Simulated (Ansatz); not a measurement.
# Straining Rh

All numbers below come from Ansatz 0.2.0, DFT PBE, scalar-relativistic, plane waves, PAW. Settings: 420 eV cutoff, 20×20×14 k-mesh, Gaussian smearing of 0.10 eV, no spin polarisation.

Reference structure (relaxed):

```
Rh
1.0
     1.91497    1.91497    0.00000
    -1.91497    1.91497    0.00000
     0.00000    0.00000    3.82994
Rh
2
Direct
  0.00000 0.00000 0.00000
  0.50000 0.50000 0.50000
```

Deformation: biaxial strain in the a-b plane, with the length and tilt of c and the atoms relaxed, all within the symmetry that the strain leaves. Energies are extrapolated to zero smearing. On this cell's mesh the reference holds a stress of up to 0.16 GPa.

```tsv
strain (%)	ΔE (meV/atom)	a (Å)	b (Å)	c (Å)
-3.0	37.1	2.627	2.627	3.935
-2.0	15.7	2.654	2.654	3.899
-1.0	3.6	2.681	2.681	3.865
+0.0	0.0	2.708	2.708	3.830
+1.0	4.0	2.735	2.735	3.798
+2.0	14.8	2.762	2.762	3.765
+3.0	31.6	2.789	2.789	3.731
```

Task: What stiffness (1/V) d²E/dε² at zero strain does a cubic fit over all points give?

Result: A cubic fit gives (1/V) d²E/dε² = 872 GPa at zero strain (twice the biaxial modulus).

Task: How does the free axis c answer a small strain?

Result: Between the innermost points its strain is -0.88 times the applied one.